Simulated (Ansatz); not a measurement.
Reactions of C6H14AlClO (`CC(C)[O][Al]([Cl])[CH](C)C`).

Calculated with Ansatz (gas phase, PBE0-D4/def2-TZVP geometries, no zero-point term in ΔE). CBS: MP2 limit from def2 TZ/QZ plus the TZ coupled-cluster correction, frozen cores. This one scheme is used for every species, atoms too. DFT in def2-TZVPP. Open shells (•) are unrestricted, without spin–orbit coupling. Spin–orbit coupling would lower the free atoms: a little for Al, C, Cl, O. One conformer a species, not always the lowest.

```tsv
reaction	CCSD/CBS(def2) (kJ/mol)	ωB97M-V (kJ/mol)	PBE-D4 (kJ/mol)	PBE0-D4 (kJ/mol)	CCSD(T)/CBS(def2) (kJ/mol)
`CC(C)[O][Al]([Cl])[CH](C)C` → `C[CH](C)[AlH][Cl]` + `CC(C)=O`	209	204	192	206	210
`CC(C)[O][Al]([Cl])[CH](C)C` → Al• + 6 C• + Cl• + 14 H• + O•	8945	9080	9197	9092	9059
`CC(C)[O][Al]([Cl])[CH](C)C` + H–F → `CC(C)[O][Al]([F])[Cl]` + `CCC`	-200	-196	-185	-188	-195
`CC(C)[O][Al]([Cl])[CH](C)C` + `CCS` → `CCSC(C)C` + `CC(C)[O][AlH][Cl]`	16	17	18	18	14
`CC(C)[O][Al]([Cl])[CH](C)C` → `CC(C)[O][AlH][Cl]` + `C=CC`	110	116	119	128	113
`CC(C)[O][Al]([Cl])[CH](C)C` + `F[SiH]` → `CC(C)[Si]F` + `CC(C)[O][AlH][Cl]`	-23	-25	-26	-25	-24
`CC(C)[O][Al]([Cl])[CH](C)C` + H₂ → `CC(C)[O][AlH][Cl]` + `CCC`	-49	-43	-37	-42	-42
```

Largest T1 diagnostic: 0.018, for Al•.
